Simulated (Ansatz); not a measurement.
Crystal: PtS2.

```
CELL_PARAMETERS angstrom
3.54320 0.00000 0.00000
-1.77160 3.06850 0.00000
0.00000 0.00000 5.03880
ATOMIC_POSITIONS crystal
Pt 0.00000 0.00000 0.00000
S 0.66667 0.33333 0.77300
S 0.33333 0.66667 0.22700
```

Base run:

```yaml
Program: Ansatz 0.2.0
Functional: r2SCAN
Potentials_or_basis: Ansatz PAW
Cutoff: 500 eV
Density_cutoff: 2000 eV
k_mesh: 9 × 9 × 5
Occupations: fermi-dirac, width 0.05 eV
Spin: no spin polarisation
```

Its results: band gap on the k mesh 1.19 eV, indirect (least direct gap 1.26 eV); pressure 9.3 GPa; largest force 1.216 eV/Å.

Task: After a change of settings the same cell gave: band gap on the k mesh 0.90 eV, indirect (least direct gap 0.95 eV); pressure 3.6 GPa; largest force 0.805 eV/Å. Which change was it?
A. functional from r2SCAN to PBE; cutoff from 500 eV to 420 eV; density cutoff from 2000 eV to 1680 eV
B. functional from r2SCAN to PBEsol; cutoff from 500 eV to 420 eV; density cutoff from 2000 eV to 1680 eV
C. functional from r2SCAN to LDA; cutoff from 500 eV to 420 eV; density cutoff from 2000 eV to 1680 eV

Result: C.

r2SCAN gives the wider gap, since meta-GGAs in the generalised Kohn-Sham scheme recover part of the derivative discontinuity.

Caveats: spin-orbit coupling is left out, which moves the levels of the heavy elements; the PAW data sets come from PBE, with cores solved anew for the run's functional, which leaves a small shift of forces and pressure; forces of over 1 eV/Å show positions far from the minimum, so gaps and moduli don't describe the material at rest (some runs).

Not every run made on this cell is shown here.
